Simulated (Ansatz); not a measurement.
Runs of Ansatz 0.2.0 on P. Symmetry: C2/m, No. 12, monoclinic system. The conventional cell has a = 9.656 Å, b = 8.585 Å, c = 5.581 Å, α = 90.00°, β = 90.24°, γ = 90.00°. Around P (site symmetry 1) lie 3 P at 2.18 Å. P (site symmetry m) has 3 P at 2.18 Å as nearest neighbours. P (site symmetry m) is surrounded by 3 P at 2.18 Å. This isn't the form of P at room conditions, which is orthorhombic.

```csv
level,cutoff (eV),smearing,gap on the mesh (eV),pressure (GPa),largest force (eV/Å)
PBE,420,gaussian 0.02 eV,3.15,2.1,0.68
r2SCAN+D3(BJ),500,gaussian 0.1 eV,3.43,(c),0.27
PBEsol,420,gaussian 0.05 eV,3.10,0.7,0.58
RPBE+D3(BJ),420,fermi-dirac 0.05 eV,(a),-0.6,(b)
```

Alike in all rows: task single point; potentials or basis Ansatz PAW; no spin polarisation; cell as given; k mesh 4 × 4 × 5.

Q: Estimate the missing entries.

A: (a) 3.22; (b) 0.57; (c) 0.0.

Caveats: odd divisions of the mesh miss points on the zone boundary, where band edges often lie, so the gap on the mesh can be too wide; the PAW data sets come from PBE, with cores solved anew for the run's functional, which leaves a small shift of forces and pressure (some runs); the dispersion damping was fitted for another functional or another form of the correction (some runs).

A k mesh can miss the band edges.
